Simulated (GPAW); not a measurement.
## SnTe in GPAW: the effect of functional

Crystal: SnTe.

```xyz
2
Lattice="0.0000 3.1509 3.1509 3.1509 0.0000 3.1509 3.1509 3.1509 0.0000" Properties=species:S:1:pos:R:3 pbc="T T T"
Te    3.1509    3.1509    3.1509
Sn    0.0000    0.0000    0.0000
```

Alike in all runs:

* Program: GPAW 26.7.0
* Task: dielectric tensor
* Cutoff: 400 eV
* Basis: pw
* k mesh: 6 × 6 × 6
* Occupations: fermi-dirac, width 0.001 eV
* Spin: no spin polarisation

```tsv
functional	potentials or basis	dielectric constant (mean)
LDA	the program's PAW data sets (release 1.2.1) made for this functional	?
AM05	PAW data sets generated in the run's folder for this functional	70.55
PBEsol	PAW data sets generated in the run's folder for this functional	68.21
RPBE	the program's PAW data sets (release 1.2.1) made for this functional	91.17
GLLB-SC	the program's PAW data sets (release 1.2.1) made for this functional	2904.62
```

**Question.** What does the run with functional LDA give?

**Answer.** Dielectric constant 74.77 mean.

Caveats: the long-wavelength limit can be off by a per cent or two; a model potential gives levels but no total energy (some runs); response on these states lacks terms of the Hamiltonian (some runs).

Runs at the PBE level aren't shown here.
